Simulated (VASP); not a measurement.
Input of a VASP 6.6.1 run:

INCAR

```
SYSTEM = MgO
  ALGO = Fast
  EDIFF = 1E-6
  ENCUT = 520
  GGA = PS
  ISIF = 2
  ISMEAR = 0
  LASPH = .TRUE.
  LCHARG = .FALSE.
  LREAL = .FALSE.
  LWAVE = .FALSE.
  NBANDS = 16
  NELM = 100
  PREC = Accurate
  SIGMA = 0.02
```

The input KPOINTS:

```
k-points
0
G
  9 9 6
  0 0 0
```

The input POSCAR:

```
MgO
1.0
    3.2869479285     -0.0665526742      0.0008931025
   -1.7011102708      2.9464020423     -0.0017929262
    0.0013453781     -0.0023419544      5.3083635007
Mg O
2 2
Direct
    0.3681761677      0.6322073170      0.0357699331
    0.6318238323      0.2640311393      0.5357699331
    0.3310955186      0.7174285362      0.3688300669
    0.6689044814      0.3863330075      0.8688300669
```

Potentials or basis: VASP PAW PBE potentials, release 64 (Mg, O).

Run with:

```console
$ cat potpaw_PBE.64/Mg/POTCAR potpaw_PBE.64/O/POTCAR > POTCAR
$ mpirun -np 1 vasp_std > vasp.out
```

(1) Predict the pressure.

(2) Predict the largest force.

(3) Estimate the band gap on the k mesh.

## Answers

(1) 4.2 GPa.

(2) 2.691 eV/Å.

(3) 2.75 eV, direct.

Caveat: the PAW data sets were made with another functional, which shifts forces and pressure a little; an odd mesh through Γ misses points on the zone boundary, where band edges often lie.
